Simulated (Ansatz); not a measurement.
# Sb (Pm-3m) in Ansatz: a series of runs

The runs below take Sb through single point, with PBE0, r2SCAN0.

Everything below comes from runs of Ansatz 0.2.0. Logs are shortened: lines on timing, memory, paths and dates and some standing lists are left out, and cuts for length are marked.

## (1) The crystal as given

Symmetry: Pm-3m, No. 221, cubic system. Conventional cell: a = 3.160 Å, b = 3.160 Å, c = 3.160 Å, α = 90.00°, β = 90.00°, γ = 90.00°. Sb (site symmetry m-3m) has 6 Sb at 3.16 Å as nearest neighbours.

This isn't the form of Sb at room conditions, which is rhombohedral.

## (2) Single point, PBE0

Input file input.yaml:

```yaml
crystal:
  lattice:
    - [3.16, 0.0, 0.0]
    - [0.0, 3.16, 0.0]
    - [0.0, 0.0, 3.16]
  atoms:
    - { symbol: Sb, position: [0.0, 0.0, 0.0] }
hamiltonian:
  xc: pbe0
  pseudopotentials: { kind: paw }
kpoints:
  mp_grid: { grid: [5, 5, 5] }
scf:
  occupations: { method: fermi_dirac, width: 0.05 }
output:
  forces: true
  stress: true
  eigenvalues: true
  write_density: true
  write_potential: true
  elf: true
  volumetric_format: npy
```

Potentials or basis: Ansatz PAW.

Run with:

```
$ ansatz run input.yaml --threads 2 --pin off --max-ram 5632MiB --backend cpu --events-out ev --progress --plain --runs-dir out
```

The log of the run:

```text
Warning: output.stress: scf.convergence.dr2_threshold = 1e-7 eV (the SCF's general default) is looser than the 1e-10 eV advised for a printed stress (1e-10 eV for each atom of the cell: 1). What an SCF threshold leaves in a stress goes as its square root, and in the free energy as the threshold itself, and one threshold admits the most on a small cell: of the crystals measured, under no hybrid functional and no lock of the moments, on runs that ended without the residual-converged pass, on stresses that held no estimate of that error, the worst erred by over 100 MPa in a component at 1e-7 eV an atom and by under 5 at 1e-10. Set scf.convergence.dr2_threshold to 1e-10 eV or tighter. The threshold is an SCF's pass mark: one that does not reach it within its budget of iterations ends unconverged, or closes short of it on a stop that the run arms, and scf.convergence.dr2_threshold's page says what that costs each kind of run
Warning: output.stress: scf.exx.energy_threshold = 1e-6 eV is looser than the 1e-8 eV advised for a stress under a hybrid functional (1e-8 eV for each atom of the cell: 1). Every SCF of the exchange loop can meet its threshold on dr2 while the loop round them stops early: no threshold on dr2 bounds what that leaves in the stress. Set scf.exx.energy_threshold to 1e-8 eV or tighter. The threshold is the loop's pass mark: a loop that does not reach it within its budget of cycles ends unconverged, and scf.exx.energy_threshold's page has the law
Warning: RAYON_NUM_THREADS=2 ignored (pool sized by the plan → 2); use --threads N
Engine: ansatz 0.2.0, aarch64-unknown-linux-gnu
Pseudopotentials: kind: paw
Pseudopotential: Sb, paw, valence charge 15, recommended cutoff 420 eV (normal), Sb.paw.azcp
Functional definition: PBE0
  parameter a = 0.25
  parameter kappa = 0.804
  parameter beta = 0.06672455060314922
  exchange = (1 - a)*pbe_x(kappa = kappa, mu = beta*pi^2/3) + a*exact_x
  correlation = pbe_c(beta = beta)
Crystal: 1 atoms, lattice volume = 31.554 Å³
Basis set: ecut = 420 eV, 619 PW (Γ), exchange–correlation on 48×48×48 points (8 copies of the dense FFT grid, shifted against one another)
Bands: 12, of which v1, the nominal top of the filled ones, is band 8 counted from 1 (7 counted from 0)
Symmetry: 48 space group operations
Space group: Pm-3m (ITA 221), of the structure as read, at distance tolerance 3.2e-5 Å
k-points: 10 of 125
Non-local potential: Sb, projectors of the file, l = 0: 2, l = 1: 2, l = 2: 2, l = 3: 2
PAW form: soft (Blöchl's): semilocal exchange-correlation on the pseudo side does not see the compensation charge
PAW frozen core: Sb, regenerated for the run's functional, and the local potential with it (the file was generated under x = pbe(κ = 0.804, μ = 0.2195149727645171), c = pbe(β = 0.06672455060314922))
PAW one-centre angular grid: Sb, 590 points (default); XC on 64 Gauss nodes
Initial density: superposition of atomic densities (neutral atoms: chi_scale 0, normalization atom), corrected by the library's trained network
Initial wavefunctions: pseudopotential atomic-orbital guess
Functional: x = pbe(κ = 0.804, μ = 0.2195149727645171), c = pbe(β = 0.06672455060314922), warm-up for x = 0.75 pbe(κ = 0.804, μ = 0.2195149727645171) + 0.25 exact, c = pbe(β = 0.06672455060314922)
SCF iter   1: F=—  HF=-6484.334970 eV  |F-HF|=—  |Δ(HF+E_count)|=         —  Δρ=1.01e-3  dr2=3.12e-4  ethr=1.77e-3  ⟨swp⟩=11.5  Hψ=607  notcnv=0
preconditioner: auto → none  [metal: Δε(μ)=0.195 eV  Ē_g=11.908 eV  σ=0.050 eV  W_gap=0.49  n_scr=6 (ndim 8)  ℏωp=14.8 eV  f_vac=0.004  D(μ)=1.36/eV (n_scr^D=6)  sad-step TF]
SCF iter   2: F=—  HF=-6484.335138 eV  |F-HF|=—  |Δ(HF+E_count)|=   1.68e-4  Δρ=6.73e-4  dr2=1.54e-4  ethr=2.08e-6  ⟨swp⟩=3.6  Hψ=313  notcnv=0  defer=3
iter 3 solved again at ethr=1.21e-8 eV; its pass at ethr=1.03e-6 eV (dr2=1.81e-6 eV) is discarded
SCF iter   3: F=—  HF=-6484.335147 eV  |F-HF|=—  |Δ(HF+E_count)|=   8.94e-6  Δρ=6.58e-5  dr2=1.74e-6  ethr=1.21e-8  ⟨swp⟩=3.2  Hψ=437  notcnv=0
SCF iter   4: F=—  HF=-6484.335148 eV  |F-HF|=—  |Δ(HF+E_count)|=   8.66e-7  Δρ=1.31e-5  dr2=4.43e-8  ethr=1.16e-8  ⟨swp⟩=3.0  Hψ=220  notcnv=0
SCF iter   5: F=—  HF=-6484.335148 eV  |F-HF|=—  |Δ(HF+E_count)|=   1.80e-8  Δρ=3.96e-6  dr2=2.28e-9  ethr=2.96e-10  ⟨swp⟩=3.3  Hψ=275  notcnv=0
SCF iter   6: F=-6484.335148 eV  HF=-6484.335148 eV  |F-HF|=1.46e-11  |Δ(HF+E_count)|=  3.06e-10  Δρ=8.66e-7  dr2=1.11e-10  ethr=1.52e-11  ⟨swp⟩=3.0  Hψ=268  notcnv=0
SCF 1 converged in 6 iterations: F = -6484.335148 eV  dr2 = 1.11e-10
Initial density: handed on by an earlier stage of this run
Initial wavefunctions: those handed on with the density
Functional: x = 0.75 pbe(κ = 0.804, μ = 0.2195149727645171) + 0.25 exact, c = pbe(β = 0.06672455060314922)
Frozen-core exchange: fock
iter 1 solved again at ethr=1.89e-5 eV; its pass at ethr=1.00e-1 eV (dr2=2.84e-3 eV) is discarded
SCF iter   1: F=—  HF=-6487.661555 eV  |F-HF|=—  |Δ(HF+E_count)|=         —  Δρ=4.08e-3  dr2=3.18e-3  ethr=1.89e-5  ⟨swp⟩=4.7  Hψ=681  notcnv=0
preconditioner: auto → none  [insulator: Δε(μ)=0.367 eV  Ē_g=13.823 eV  σ=0.050 eV  W_gap=0.53  n_scr=6 (ndim 8)  ℏωp=14.8 eV  f_vac=0.002  D(μ)=1.28/eV (n_scr^D=6)]
SCF iter   2: F=—  HF=-6487.660732 eV  |F-HF|=—  |Δ(HF+E_count)|=   8.23e-4  Δρ=1.77e-3  dr2=7.91e-4  ethr=1.89e-5  ⟨swp⟩=2.0  Hψ=195  notcnv=0
SCF iter   3: F=—  HF=-6487.660567 eV  |F-HF|=—  |Δ(HF+E_count)|=   1.65e-4  Δρ=5.36e-5  dr2=2.37e-4  ethr=3.56e-6  ⟨swp⟩=2.2  Hψ=197  notcnv=0
SCF iter   4: F=—  HF=-6487.662676 eV  |F-HF|=—  |Δ(HF+E_count)|=   2.11e-3  Δρ=5.58e-4  dr2=6.47e-5  ethr=5.96e-9  ⟨swp⟩=4.9  Hψ=449  notcnv=0
SCF iter   5: F=—  HF=-6487.662657 eV  |F-HF|=—  |Δ(HF+E_count)|=   1.91e-5  Δρ=1.23e-5  dr2=4.81e-6  ethr=5.96e-9  ⟨swp⟩=3.9  Hψ=292  notcnv=0
SCF iter   6: F=-6487.662694 eV  HF=-6487.662695 eV  |F-HF|=4.93e-7  |Δ(HF+E_count)|=   3.77e-5  Δρ=7.56e-5  dr2=1.31e-6  ethr=1.14e-10  ⟨swp⟩=5.2  Hψ=469  notcnv=0
SCF 2 stopped early in 6 iterations: F = -6487.662694 eV  dr2 = 1.31e-6
hybrid outer 1: dexx = +2.282e-3 eV, tail = 2.76e-5 eV
Frozen-core exchange: fock
SCF iter   1: F=—  HF=-6487.662511 eV  |F-HF|=—  |Δ(HF+E_count)|=         —  Δρ=2.67e-5  dr2=1.63e-6  ethr=9.20e-7  ⟨swp⟩=2.6  Hψ=246  notcnv=0
preconditioner: auto → none  [insulator: Δε(μ)=0.373 eV  Ē_g=13.831 eV  σ=0.050 eV  W_gap=0.53  n_scr=6 (ndim 8)  ℏωp=14.8 eV  f_vac=0.002  D(μ)=1.28/eV (n_scr^D=6)]
SCF iter   2: F=—  HF=-6487.662511 eV  |F-HF|=—  |Δ(HF+E_count)|=   2.14e-7  Δρ=1.12e-5  dr2=1.45e-6  ethr=1.45e-9  ⟨swp⟩=4.0  Hψ=297  notcnv=0
SCF iter   3: F=—  HF=-6487.662544 eV  |F-HF|=—  |Δ(HF+E_count)|=   3.33e-5  Δρ=1.13e-5  dr2=3.77e-8  ethr=1.42e-10  ⟨swp⟩=4.1  Hψ=346  notcnv=0  defer=1
SCF iter   4: F=-6487.662544 eV  HF=-6487.662544 eV  |F-HF|=2.66e-10  |Δ(HF+E_count)|=   6.57e-9  Δρ=5.39e-6  dr2=1.07e-8  ethr=1.42e-10  ⟨swp⟩=2.5  Hψ=206  notcnv=0
SCF 3 converged in 4 iterations: F = -6487.662544 eV  dr2 = 1.07e-8
  Residual-converged pass: ⟨swp⟩=3.0  Hψ=266  notcnv=0  max |occ|·‖R‖ = 2.2e-6 eV (tolerance 2.4e-6 eV)  dr2=1.07e-8  dr2_onsite=4.44e-10  max |Δocc| = 4.7e-13
hybrid outer 2: dexx = +2.904e-7 eV, tail = 2.41e-8 eV, Δε = 4.83e-3 eV (about 2.76e-4 eV left of the loop's levels)
hybrid SCF converged: 2 outer / 10 inner (+6 warm-up), last move |dexx| = 2.90e-7 eV, tail = 2.41e-8 eV
Stability not checked: this state was not tested for a lower state beside it, because the functional holds exact exchange (a hybrid, or Hartree-Fock), whose exchange loop this test does not read (fock_operator; see scf.lower_state_search)
Free energy (F): -6487.662544 eV
Frozen-core exchange: fock
Harris-Foulkes:  -6487.662544 eV  (|F-HF|=2.66e-10)
Internal energy: -6487.653644 eV  (E = F + TS)
E sigma→0 (E₀):  -6487.658094 eV
Entropy (-TS):   -0.008900 eV (-8.900 meV/atom)
Fermi energy:    9.149034 eV
--- Per-component energies (eV) ---
  E_band       = -214.875131
  E_kinetic    = 205.071871
  E_local      = -1610.598103  (includes V_loc(G=0)·N_el)
  E_nonlocal   = 361.548455
  E_hartree    = 727.685551
  E_xc         = -106.176427
  E_vxc        = -73.901023  (∫ρ·V_xc dr)
  E_exx        = -46.414366  (= α·E_x^exact, valence–valence)
  E_paw        = -4564.282063  (= ΣΔE_a)
  E_vpaw       = -459.539615  (= ΣTr[D̂ρ^β])
  E_aug_tail   = -0.000001  (compensation charges beyond the density's cutoff)
  E_ewald      = -1454.528087
  E_core_change = 0.039526  (= ΣΔE_core)
  E_smearing   = -0.008900  (= −TS)
  E_closure    = 0.000001  (closes the sum)
  Σ components = -6487.662544   (vs F -6487.662544, Δ=0.00e0)
--- Forces (eV/Å), atoms counted from 1 ---
  atom   1  Sb    -0.00000000    -0.00000000    -0.00000000
  max |Σ_I F_I| component: 2.04e-30 eV/Å
--- Stress (GPa, compression-positive) ---
       -4.501035      -0.000000       0.000000
       -0.000000      -4.501035       0.000000
        0.000000       0.000000      -4.501035
  P = ⅓ Tr σ = -4.5010 GPa (-45.010 kbar)
--- Band table (eV; the first three rows and the last of 10) ---
  k-point 0: bands = ["-23.1257", "-23.1257", "-22.9637", "-22.9637", "-22.9637", "-4.8245", "12.8537", "12.8537", "12.8537", "16.8634", "16.8634", "17.8355"]
  k-point 1: bands = ["-23.1235", "-23.0781", "-22.9781", "-22.9781", "-22.9624", "-4.2268", "7.8351", "13.4600", "13.4600", "17.3981", "18.0455", "22.3992"]
  k-point 2: bands = ["-23.1199", "-23.0009", "-23.0009", "-23.0007", "-22.9604", "-2.7208", "3.4187", "14.7654", "14.7654", "18.8470", "19.6627", "22.3445"]
  k-point 9: bands = ["-23.0402", "-23.0397", "-23.0397", "-22.9268", "-22.9268", "1.7233", "7.0268", "7.0268", "7.7983", "14.8239", "15.5861", "15.5861"]
```

Run time: 10 s. Hardware: 2 threads of Arm Neoverse V1, shared host; peak memory 0.64 GiB.

Results:

```yaml
Free_energy: -6487.6625 eV
Pressure: -4.5 GPa
Band_gap_on_the_k_mesh: none (metal or under the smearing width)
```

Levels at points of the mesh, in eV from the Fermi level:
```tsv
k point	band 5	band 6	band 7	band 8	band 9	band 10
(0.00, 0.00, 0.00)	-32.11	-13.97	3.70	3.70	3.70	7.71
```

Caveat: the k mesh is coarse (spacing up to 0.40 Å⁻¹), so the values aren't converged, least of all with exact exchange; the PAW data sets come from PBE, with cores solved anew for the run's functional, which leaves a small shift of forces and pressure; the thresholds are loose for stress. Spin-orbit coupling is left out, which matters for the levels of Sb.

## (3) Single point, r2SCAN0

input.yaml, as its differences from that of step 2:

```diff
@@ -8,3 +8,3 @@
 hamiltonian:
-  xc: pbe0
+  xc: r2scan0
   pseudopotentials: { kind: paw }
@@ -18,5 +18 @@
   eigenvalues: true
-  write_density: true
-  write_potential: true
-  elf: true
-  volumetric_format: npy
```

Potentials or basis: Ansatz PAW.

Run with:

```
$ ansatz run input.yaml --threads 2 --pin off --max-ram 5632MiB --backend cpu --events-out ev --progress --plain --runs-dir out
```

It took 15 s on 2 threads of Arm Neoverse V1, shared host; peak memory 0.83 GiB.

The run converged. Its results:

* Free energy: -6498.7464 eV
* Pressure: -4.9 GPa
* Band gap on the k mesh: none (metal or under the smearing width)

Levels at points of the mesh, in eV from the Fermi level:
| k point | band 5 | band 6 | band 7 | band 8 | band 9 | band 10 |
| --- | --- | --- | --- | --- | --- | --- |
| (0.00, 0.00, 0.00) | -32.65 | -14.34 | 3.82 | 3.82 | 3.82 | 8.00 |

Caveat: the k mesh is coarse (spacing up to 0.40 Å⁻¹), so the values aren't converged, least of all with exact exchange; the PAW data sets come from PBE, with cores solved anew for the run's functional, which leaves a small shift of forces and pressure; the thresholds are loose for stress. Spin-orbit coupling is left out, which matters for the levels of Sb.
